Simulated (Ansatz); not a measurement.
**AlN: what symmetry allows forces and stress to be**

```xyz
4
Lattice="3.1110 0.0000 0.0000 -1.5555 2.6942 0.0000 0.0000 0.0000 4.9780" Properties=species:S:1:pos:R:3 pbc="T T T"
Al    0.0000    1.7961    0.0000
Al    1.5555    1.1231    2.4890
N     0.0000    1.7961    1.9165
N     1.5555    0.8981    4.4055
```

Method: DFT PBEsol, scalar-relativistic, plane waves, PAW in Ansatz.

Cutoff 420 eV; k points 9×9×6 on the computed 4-atom cell (Γ-centred); Gaussian smearing, width 0.02 eV; no spin polarisation.

This distorted cell has space group Cm, with 2 operations.

Question: Without a calculation: in which directions can each atom feel a force?

Answer: A force must be left unchanged by every operation that keeps its atom in place, so it lies in the space that those operations leave fixed. Atoms that the group maps onto each other feel forces of one size.
```
atom site symmetry operations at the site equivalent to atom allowed force (Cartesian)
 Al1              m                       2                   1  in the plane normal to (1.00, 0.00, 0.00)
 Al2              m                       2                   2  in the plane normal to (1.00, 0.00, 0.00)
  N3              m                       2                   3  in the plane normal to (1.00, 0.00, 0.00)
  N4              m                       2                   4  in the plane normal to (1.00, 0.00, 0.00)
```

That leaves 8 independent force components of 12, tied by 2 conditions that the forces sum to zero, so 6 remain. A relaxation in this cell that keeps the symmetry moves the atoms in these directions alone.

Question: And the stress tensor?

Answer: It must be invariant under the point group, which leaves 4 independent components: xz, xy vanish.

Question: Do the computed values obey this?

Answer: Yes. Forces (eV/Å):
```
Al1  0.000  0.103  0.225
Al2  0.000 -2.509  0.777
N3   0.000  2.072 -0.712
N4   0.000  0.335 -0.290
```

Stress (GPa, compression positive, xx yy zz yz xz xy): 12.15 -2.48 -0.06 -2.34 0.00 0.00. The program imposes the same operations on density, forces and stress, so this confirms the analysis and is no independent test of the calculation.